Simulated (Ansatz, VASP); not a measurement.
This is a calculation of AlFe for Ansatz 0.2.0.

The input input.yaml:

```yaml
crystal:
  lattice:
    - [2.91, 0.0, 0.0]
    - [0.0, 2.91, 0.0]
    - [0.0, 0.0, 2.91]
  atoms:
    - { symbol: Fe, position: [0.5, 0.5, 0.5], spin: 3.0 }
    - { symbol: Al, position: [0.0, 0.0, 0.0] }
hamiltonian:
  xc: pbe
  pseudopotentials: { kind: paw }
magnetization:
  spin_polarized: true
kpoints:
  mp_grid: { grid: [9, 9, 9] }
scf:
  occupations: { method: fermi_dirac, width: 0.05 }
output:
  forces: true
  stress: true
  eigenvalues: true
```

Potentials or basis: Ansatz PAW.

The run is started by

```bash
$ ansatz run input.yaml --threads 1 --pin off --max-ram 3584MiB --backend cpu --events-out ev --progress --plain --runs-dir out
```

Task: Translate it to VASP 6.6.1. Potentials there: VASP PAW PBE potentials, release 64 (Fe, Al).

Result: As run (the cutoff follows the program's own potentials):

The input INCAR:

```
PREC = Accurate ; ENCUT = 520
EDIFF = 1E-7 ; ISMEAR = -1
SIGMA = 0.05 ; LREAL = False
LASPH = True ; NELM = 100
ALGO = Normal ; ISIF = 2
LWAVE = False ; LCHARG = False
ISPIN = 2 ; MAGMOM = 3 0
LORBIT = 11 ; LMAXMIX = 4
GGA = PE ; NBANDS = 16
```

File KPOINTS:

```
regular mesh
0
Gamma
  9 9 9
```

The input POSCAR:

```
AlFe
1.0
    2.9100000000      0.0000000000      0.0000000000
    0.0000000000      2.9100000000      0.0000000000
    0.0000000000      0.0000000000      2.9100000000
Fe Al
1 1
Direct
    0.5000000000      0.5000000000      0.5000000000
    0.0000000000      0.0000000000      0.0000000000
```

Potentials or basis: VASP PAW PBE potentials, release 64 (Fe, Al).

Launch:

```bash
$ cat potpaw_PBE.64/Fe/POTCAR potpaw_PBE.64/Al/POTCAR > POTCAR
$ mpirun -np 1 vasp_std > vasp.out
```

Both were run:

|  | VASP | Ansatz | Ansatz less VASP |
| --- | --- | --- | --- |
| gap on the k mesh at the Fermi level (eV) | none | none | - |
| pressure (GPa) | -6.1 | -6.1 | +0.04 |
| net moment per atom (μB) | 0.33 | 0.33 | +0.003 |

A gap of «none» marks a metal or a gap that the smearing closes. The two sets of potentials don't hold the same shells in valence.
